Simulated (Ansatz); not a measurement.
# CuAu3 (Pm-3m) in Ansatz: notebook

One crystal, CuAu3, is run at these levels: LDA; tasks: single point, equation of state.

Program: Ansatz 0.2.0. These are calculated values, not measurements. Logs are shortened: lines on timing, memory, paths and dates and some standing lists are left out, and cuts for length are marked.

### 1 Starting point

The structure is cubic, space group Pm-3m (No. 221). The conventional cell has a = 3.980 Å, b = 3.980 Å, c = 3.980 Å, α = 90.00°, β = 90.00°, γ = 90.00°. Around Au (site symmetry 4/mmm) lie 8 Au at 2.81 Å and 4 Cu at 2.81 Å. Cu (site symmetry m-3m) has 12 Au at 2.81 Å as nearest neighbours.

### 2 Single point, LDA, 14.82 Å³/atom (volume scaled by 0.94)

File input.yaml:

```yaml
crystal:
  lattice:
    - [3.8987527127, 0.0, 0.0]
    - [0.0, 3.8987527127, 0.0]
    - [0.0, 0.0, 3.8987527127]
  atoms:
    - { symbol: Au, position: [0.5, 0.5, 0.0] }
    - { symbol: Au, position: [0.5, 0.0, 0.5] }
    - { symbol: Au, position: [0.0, 0.5, 0.5] }
    - { symbol: Cu, position: [0.0, 0.0, 0.0] }
kpoints:
  mp_grid: { grid: [7, 7, 7] }
scf:
  occupations: { method: fermi_dirac, width: 0.05 }
hamiltonian:
  xc: lda
  pseudopotentials: { kind: all_electron, lapw: { basis_error: 0.002 } }
output:
  forces: true
  stress: true
  eigenvalues: true
```

Potentials or basis: all-electron LAPW, scalar-relativistic.

Run with:

```sh
ansatz run input.yaml --threads 2 --pin off --max-ram 6144MiB --backend cpu --events-out ev --progress --plain --runs-dir out
```

Standard output:

```text
Warning: RAYON_NUM_THREADS=2 ignored (pool sized by the plan → 2); use --threads N
LAPW: plane waves up to 8.191 Å⁻¹, error target 2.0e-3 eV per atom; small_component_spin mean_spin; Cu in spheres of 1.378 Å, 19 of its electrons in bands, Dirac shells []; Au in spheres of 1.378 Å, 43 of its electrons in bands, Dirac shells [] (how accurate: hamiltonian.pseudopotentials.lapw.basis_error, Limitations)
Engine: ansatz 0.2.0, aarch64-unknown-linux-gnu
Pseudopotentials: kind: all_electron
Pseudopotential: Au, LAPW, valence charge 43, lapw/all_electron/scalar/gaussian/Au, Koelling and Harmon's equation, gaussian nucleus
Pseudopotential: Cu, LAPW, valence charge 19, lapw/all_electron/scalar/gaussian/Cu, Koelling and Harmon's equation, gaussian nucleus
Functional definition: SPW92
  exchange = slater_x
  correlation = pw_c
Crystal: 4 atoms, lattice volume = 59.262 Å³
Basis set: ecut = 255.64268652781863 eV, 515 PW (Γ), exchange–correlation at level 2
Bands: 89, of which v1, the nominal top of the filled ones, is band 74 counted from 1 (73 counted from 0)
Symmetry: 48 space group operations
[... 35 lines left out ...]
  E_smearing   = -0.011655  (= −TS)
  E_closure    = 0.000000  (closes the sum)
  E_atoms      = -1595768.843421  (free atoms, spherical and without spin; not in F)
  Σ components = -1595787.076722   (vs F -1595787.076722, Δ=0.00e0)
  Basis errors (estimates in eV, not in F): energy 3.8e-4 per atom: plane waves 3.4e-4 (1.7e-4 summed), levels above the bands 5.4e-152, relativity 8.6e-9, radial functions 3.9e-5, core shells 6.2e-8; eigenvalues (radial functions only) 6.4e-6; not estimated: angular momenta, meshes, grids; target (lapw.basis_error) 2.0e-3; muffin-tin radii Cu 1.378 Å, Au 1.378 Å
--- Forces (eV/Å), atoms counted from 1 ---
  atom   1  Au    -0.00000000     0.00000000     0.00000000
  atom   2  Au    -0.00000000    -0.00000000     0.00000000
  atom   3  Au    -0.00000000     0.00000000     0.00000000
  atom   4  Cu    -0.00000000     0.00000000    -0.00000000
  max |Σ_I F_I| component: 2.40e-30 eV/Å
--- Stress (GPa, compression-positive) ---
        5.956711       0.000000       0.000000
        0.000000       5.956711       0.000000
        0.000000       0.000000       5.956711
  P = ⅓ Tr σ = 5.9567 GPa (59.567 kbar)
--- Band table (eV; the first three rows and the last of 20) ---
  k-point 0: bands = ["-297.7208", "-297.7208", "-297.7208", "-297.7208", "-297.7208", "-297.7208", "-297.7156", "-297.7156", "-297.7156", "-297.7114", "-297.7114", "-297.7114", "-297.6966", "-297.6966", "-297.6966", "-86.1941", "-80.8821", "-80.8578", "-80.8578", "-53.9623", "-53.9612", "-53.9612", "-53.9588", "-53.9588", "-53.9588", "-53.9473", "-53.9473", "-53.9473", "-53.9470", "-53.9470", "-53.9470", "-53.9449", "-53.9449", "-53.9449", "-53.9445", "-53.9445", "-53.9445", "-53.9376", "-53.9376", "-53.9376", "-44.0355", "-44.0355", "-44.0355", "-32.3372", "-32.3372", "-32.3372", "-32.1616", "-32.1616", "-32.1616", "-32.0825", "-32.0825", "-32.0825", "14.5221", "17.0384", "17.9465", "17.9465", "17.9465", "18.0744", "18.0744", "20.7541", "20.7541", "20.7541", "22.1837", "22.1837", "23.2851", "23.4259", "23.4259", "23.6485", "23.6485", "23.6485", "23.6917", "23.6917", "23.6917", "25.9908", "25.9908", "25.9908", "31.6155", "31.6155", "32.3900", "35.0281", "35.0281", "35.0281", "36.5923", "36.5923", "36.5923", "40.8169", "43.2491", "43.2491", "43.8367"]
  k-point 1: bands = ["-297.7208", "-297.7208", "-297.7208", "-297.7208", "-297.7208", "-297.7208", "-297.7156", "-297.7156", "-297.7156", "-297.7114", "-297.7114", "-297.7114", "-297.6966", "-297.6966", "-297.6966", "-86.1941", "-80.8811", "-80.8588", "-80.8578", "-53.9622", "-53.9613", "-53.9612", "-53.9588", "-53.9588", "-53.9588", "-53.9473", "-53.9473", "-53.9473", "-53.9470", "-53.9470", "-53.9470", "-53.9449", "-53.9449", "-53.9449", "-53.9445", "-53.9445", "-53.9445", "-53.9376", "-53.9376", "-53.9376", "-44.0355", "-44.0355", "-44.0355", "-32.3304", "-32.3304", "-32.3253", "-32.1635", "-32.1635", "-32.1620", "-32.0956", "-32.0876", "-32.0876", "14.7770", "17.1961", "18.0182", "18.0863", "18.0863", "18.1172", "18.2706", "20.6432", "20.7882", "20.7882", "22.0043", "22.2199", "22.8882", "22.8882", "23.0829", "23.3080", "23.3741", "23.4861", "23.4861", "23.6486", "23.6922", "24.6839", "26.9669", "26.9669", "31.5378", "31.6659", "33.6228", "35.0278", "35.0278", "35.2121", "35.8476", "36.6409", "36.6409", "41.0116", "43.1657", "44.1471", "44.4611"]
  k-point 2: bands = ["-297.7208", "-297.7208", "-297.7208", "-297.7208", "-297.7208", "-297.7208", "-297.7156", "-297.7156", "-297.7156", "-297.7114", "-297.7114", "-297.7114", "-297.6966", "-297.6966", "-297.6966", "-86.1941", "-80.8782", "-80.8617", "-80.8578", "-53.9621", "-53.9614", "-53.9612", "-53.9588", "-53.9588", "-53.9588", "-53.9473", "-53.9472", "-53.9472", "-53.9471", "-53.9471", "-53.9471", "-53.9449", "-53.9449", "-53.9449", "-53.9446", "-53.9446", "-53.9445", "-53.9376", "-53.9376", "-53.9376", "-44.0356", "-44.0355", "-44.0355", "-32.3132", "-32.3132", "-32.2918", "-32.1696", "-32.1696", "-32.1629", "-32.1318", "-32.0990", "-32.0990", "15.4981", "17.6000", "18.1802", "18.2034", "18.4949", "18.4949", "18.8057", "20.3712", "20.7829", "20.7829", "21.5089", "21.7918", "21.7918", "22.2702", "22.5164", "22.5506", "23.0898", "23.0898", "23.1164", "23.2590", "23.6490", "23.6932", "28.7007", "28.7007", "31.0552", "31.3504", "34.1294", "34.1294", "34.7504", "35.2903", "36.9916", "37.7094", "37.7094", "41.4712", "42.6340", "43.4800", "43.6078"]
  k-point 19: bands = ["-297.7208", "-297.7208", "-297.7208", "-297.7208", "-297.7208", "-297.7208", "-297.7156", "-297.7156", "-297.7156", "-297.7114", "-297.7114", "-297.7114", "-297.6966", "-297.6966", "-297.6966", "-86.1941", "-80.8667", "-80.8655", "-80.8655", "-53.9616", "-53.9616", "-53.9616", "-53.9594", "-53.9594", "-53.9575", "-53.9478", "-53.9478", "-53.9478", "-53.9466", "-53.9466", "-53.9466", "-53.9450", "-53.9450", "-53.9450", "-53.9444", "-53.9444", "-53.9444", "-53.9382", "-53.9373", "-53.9373", "-44.0357", "-44.0357", "-44.0357", "-32.4290", "-32.2829", "-32.2818", "-32.2818", "-32.1233", "-32.1233", "-32.0791", "-32.0791", "-32.0784", "17.3385", "17.4390", "17.5311", "17.5311", "19.7852", "19.7852", "19.9540", "20.4473", "20.7328", "20.7328", "21.2526", "21.2526", "22.4251", "22.4251", "22.6165", "22.9990", "23.3114", "23.3297", "23.3297", "23.4528", "23.4528", "24.5806", "24.7518", "24.7518", "28.6677", "28.6677", "29.3208", "30.2707", "40.0043", "40.3541", "40.3541", "40.3787", "41.6358", "41.7388", "41.7388", "43.2861", "43.2861"]
```

Run time: 28 s. Hardware: 2 threads of Arm Neoverse V1, shared host; peak memory 0.52 GiB.

What came out:

```yaml
Free_energy: -1595787.0767 eV
Pressure: 6.0 GPa
Band_gap_on_the_k_mesh: none (metal or under the smearing width)
```

### 3 Single point, LDA, 15.13 Å³/atom (volume scaled by 0.96)

input.yaml, as its differences from that of step 2:

```diff
@@ -2,5 +2,5 @@
   lattice:
-    - [3.8987527127, 0.0, 0.0]
-    - [0.0, 3.8987527127, 0.0]
-    - [0.0, 0.0, 3.8987527127]
+    - [3.9262096223, 0.0, 0.0]
+    - [0.0, 3.9262096223, 0.0]
+    - [0.0, 0.0, 3.9262096223]
   atoms:
```

Potentials or basis: all-electron LAPW, scalar-relativistic.

Run with:

```sh
ansatz run input.yaml --threads 2 --pin off --max-ram 6144MiB --backend cpu --events-out ev --progress --plain --runs-dir out
```

Run time: 28 s. Hardware: 2 threads of Arm Neoverse V1, shared host; peak memory 0.52 GiB.

The run converged. Its results:

- Free energy: -1595787.1054 eV
- Pressure: 1.4 GPa
- Band gap on the k mesh: none (metal or under the smearing width)

### 4 Single point, LDA, 15.45 Å³/atom (volume scaled by 0.98)

input.yaml, as its differences from that of step 3:

```diff
@@ -2,5 +2,5 @@
   lattice:
-    - [3.9262096223, 0.0, 0.0]
-    - [0.0, 3.9262096223, 0.0]
-    - [0.0, 0.0, 3.9262096223]
+    - [3.9532877857, 0.0, 0.0]
+    - [0.0, 3.9532877857, 0.0]
+    - [0.0, 0.0, 3.9532877857]
   atoms:
```

Run with:

```sh
ansatz run input.yaml --threads 2 --pin off --max-ram 6144MiB --backend cpu --events-out ev --progress --plain --runs-dir out
```

Run time: 27 s. Hardware: 2 threads of Arm Neoverse V1, shared host; peak memory 0.52 GiB.

It converged, with:

- Free energy: -1595787.1010 eV
- Pressure: -2.5 GPa
- Band gap on the k mesh: none (metal or under the smearing width)

### 5 Single point, LDA, 15.76 Å³/atom

input.yaml, as its differences from that of step 4:

```diff
@@ -2,5 +2,5 @@
   lattice:
-    - [3.9532877857, 0.0, 0.0]
-    - [0.0, 3.9532877857, 0.0]
-    - [0.0, 0.0, 3.9532877857]
+    - [3.98, 0.0, 0.0]
+    - [0.0, 3.98, 0.0]
+    - [0.0, 0.0, 3.98]
   atoms:
```

Run with:

```sh
ansatz run input.yaml --threads 2 --pin off --max-ram 6144MiB --backend cpu --events-out ev --progress --plain --runs-dir out
```

Wall time 24 s (2 threads of Arm Neoverse V1, shared host); peak memory 0.52 GiB.

Results (log left out):

| Property | Result |
| --- | --- |
| Free energy | -1595787.0675 eV |
| Pressure | -5.9 GPa |
| Band gap on the k mesh | none (metal or under the smearing width) |

### 6 Single point, LDA, 16.08 Å³/atom (volume scaled by 1.02)

input.yaml, as its differences from that of step 5:

```diff
@@ -2,5 +2,5 @@
   lattice:
-    - [3.98, 0.0, 0.0]
-    - [0.0, 3.98, 0.0]
-    - [0.0, 0.0, 3.98]
+    - [4.006358384, 0.0, 0.0]
+    - [0.0, 4.006358384, 0.0]
+    - [0.0, 0.0, 4.006358384]
   atoms:
```

Potentials or basis: all-electron LAPW, scalar-relativistic.

Run with:

```sh
ansatz run input.yaml --threads 2 --pin off --max-ram 6144MiB --backend cpu --events-out ev --progress --plain --runs-dir out
```

It took 25 s on 2 threads of Arm Neoverse V1, shared host; peak memory 0.53 GiB.

Results (log left out):

- Free energy: -1595787.0088 eV
- Pressure: -8.9 GPa
- Band gap on the k mesh: none (metal or under the smearing width)

### 7 Single point, LDA, 16.39 Å³/atom (volume scaled by 1.04)

input.yaml, as its differences from that of step 6:

```diff
@@ -2,5 +2,5 @@
   lattice:
-    - [4.006358384, 0.0, 0.0]
-    - [0.0, 4.006358384, 0.0]
-    - [0.0, 0.0, 4.006358384]
+    - [4.0323744272, 0.0, 0.0]
+    - [0.0, 4.0323744272, 0.0]
+    - [0.0, 0.0, 4.0323744272]
   atoms:
```

Run with:

```sh
ansatz run input.yaml --threads 2 --pin off --max-ram 6144MiB --backend cpu --events-out ev --progress --plain --runs-dir out
```

It took 24 s on 2 threads of Arm Neoverse V1, shared host; peak memory 0.53 GiB.

It converged, with:

* Free energy: -1595786.9281 eV
* Pressure: -11.5 GPa
* Band gap on the k mesh: none (metal or under the smearing width)

### 8 Single point, LDA, 16.71 Å³/atom (volume scaled by 1.06)

input.yaml, as its differences from that of step 7:

```diff
@@ -2,5 +2,5 @@
   lattice:
-    - [4.0323744272, 0.0, 0.0]
-    - [0.0, 4.0323744272, 0.0]
-    - [0.0, 0.0, 4.0323744272]
+    - [4.0580590332, 0.0, 0.0]
+    - [0.0, 4.0580590332, 0.0]
+    - [0.0, 0.0, 4.0580590332]
   atoms:
```

Run with:

```sh
ansatz run input.yaml --threads 2 --pin off --max-ram 6144MiB --backend cpu --events-out ev --progress --plain --runs-dir out
```

It took 23 s on 2 threads of Arm Neoverse V1, shared host; peak memory 0.53 GiB.

Results (log left out):

- Free energy: -1595786.8286 eV
- Pressure: -13.7 GPa
- Band gap on the k mesh: none (metal or under the smearing width)

### 9 Equation of state, LDA

Potentials or basis: all-electron LAPW, scalar-relativistic.

No new run: the results of the series are fitted here.

Results:

- Equilibrium volume: 15.24 Å³/atom
- Bulk modulus: 195 GPa
- Pressure derivative of the bulk modulus: 5.7

Energy against volume, from the lowest point:
```csv
volume (Å³/atom),energy (meV/atom)
14.816,7.18
15.131,0.00
15.446,1.12
15.761,9.49
16.076,24.17
16.392,44.33
16.707,69.21
```

Spin-orbit coupling is left out, which matters for the levels of Au. Zero-point motion and thermal expansion aren't in these numbers.
